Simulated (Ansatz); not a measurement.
# C: the cost of one run

Program: Ansatz 0.2.0. Level of theory: DFT PBEsol, scalar-relativistic. These are calculated values, not measurements.

6 further runs of the same task are left out: 6 that didn't finish.

### 1 The starting structure

Symmetry: R-3m, No. 166, trigonal system. Conventional cell: a = 2.460 Å, b = 2.460 Å, c = 33.450 Å, α = 90.00°, β = 90.00°, γ = 120.00°. Around C (site symmetry 3m) lie 3 C at 1.42 Å.

Coordinates:

```xyz
4
Lattice="1.2300 0.7101 11.1500 -1.2300 0.7101 11.1500 0.0000 -1.4203 11.1500" Properties=species:S:1:pos:R:3 pbc="T T T"
C     0.0000    0.0000    1.6725
C     0.0000    0.0000   31.7775
C     0.0000    0.0000    9.4663
C     0.0000    0.0000   23.9837
```

Atoms are numbered in the order of the input: C1, C2, C3, C4.

### 2 The deformed structure

Space group R-3m before, R-3m after.

### 3 LAPW, all electrons

Contents of input.yaml:

```yaml
crystal:
  lattice:
    - [1.205399471, 0.695937709, 11.15]
    - [-1.205399471, 0.695937709, 11.15]
    - [0.0, -1.3918754181, 11.15]
  atoms:
    - { symbol: C, position: [0.05, 0.05, 0.05] }
    - { symbol: C, position: [0.95, 0.95, 0.95] }
    - { symbol: C, position: [0.283, 0.283, 0.283] }
    - { symbol: C, position: [0.717, 0.717, 0.717] }
kpoints:
  mp_grid: { grid: [15, 15, 15] }
  band_path:
    path:
      - [0.0, 0.0, 0.0]
      - [0.5, 0.5, 0.5]
      - [0.8307361671, 0.1692638329, 0.5]
      - [0.5, -0.1692638329, 0.1692638329]
      - [0.5, 0.0, 0.0]
      - [0.0, 0.0, 0.0]
      - [0.3346319164, -0.3346319164, 0.0]
      - [0.6653680836, 0.0, 0.3346319164]
      - [0.5, 0.0, 0.5]
    npoints: 5
scf:
  occupations: { method: fermi_dirac, width: 0.08 }
hamiltonian:
  xc: pbesol
  pseudopotentials: { kind: all_electron, lapw: { basis_error: 0.001 } }
output:
  forces: true
  stress: true
  eigenvalues: true
```

On the command line:

```bash
$ ansatz run input.yaml --threads 1 --pin off --max-ram 6144MiB --backend cpu --events-out ev --progress --plain --runs-dir out
```

Q: Estimate wall time and peak memory on 1 thread of Arm Neoverse V2, shared host.

About 3 min, with a peak of 1.6 GiB.
